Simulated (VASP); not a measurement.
A run of VASP 6.6.1 is set up as follows.

File POSCAR:

```
CdTe
1.0
    0.0000000000      3.2778968437      3.2778968437
    3.2778968437      0.0000000000      3.2778968437
    3.2778968437      3.2778968437      0.0000000000
Cd Te
1 1
Direct
    0.0000000000      0.0000000000      0.0000000000
    0.2500000000      0.2500000000      0.2500000000
```

The input INCAR.step1:

```
SYSTEM = CdTe
PREC = Accurate
ENCUT = 520
ISMEAR = 0
SIGMA = 0.02
LREAL = .False.
LASPH = .True.
NELM = 100
NBANDS = 16
GGA = PE
ALGO = Normal
EDIFF = 1E-4
LWAVE = .True.
LCHARG = .False.
```

The input INCAR.step2:

```
SYSTEM = CdTe
PREC = Accurate
ENCUT = 520
EDIFF = 1E-7
ISMEAR = 0
SIGMA = 0.02
LREAL = .False.
LASPH = .True.
NELM = 100
ALGO = Normal
ISIF = 2
LWAVE = .False.
LCHARG = .False.
METAGGA = R2SCAN
LMIXTAU = .True.
NBANDS = 16
ISTART = 1
```

File KPOINTS:

```
regular mesh
0
Gamma
  8 8 8
  0 0 0
```

Potentials or basis: VASP PAW PBE potentials, release 64 (Cd, Te).

Launch:

```bash
$ cat potpaw_PBE.64/Cd/POTCAR potpaw_PBE.64/Te/POTCAR > POTCAR
$ cp INCAR.step1 INCAR
$ mpirun -np 1 vasp_std > vasp.out
$ cp INCAR.step2 INCAR
$ mpirun -np 1 vasp_std > vasp.out
```

**Question.** What does it give for the band gap on the k mesh?

**Answer.** 1.16 eV, direct.

**Question.** Estimate the pressure.

**Answer.** 0.1 GPa.

Caveat: the PAW data sets were made with another functional, which shifts forces and pressure a little; spin-orbit coupling is left out, which moves the levels of the heavy elements.

**Experimental background.**

From a printed reference work, data compilation, for a bulk crystal of CdTe at 0 K: band gap 1.607 eV.

Measured gap of CdTe: 1.607 eV (0 K; a printed reference work, data compilation). This calculation gives 1.16 eV (-0.45 eV). Spin-orbit coupling on Cd, Te is left out. The value is that of r2SCAN, without temperature or zero-point motion.
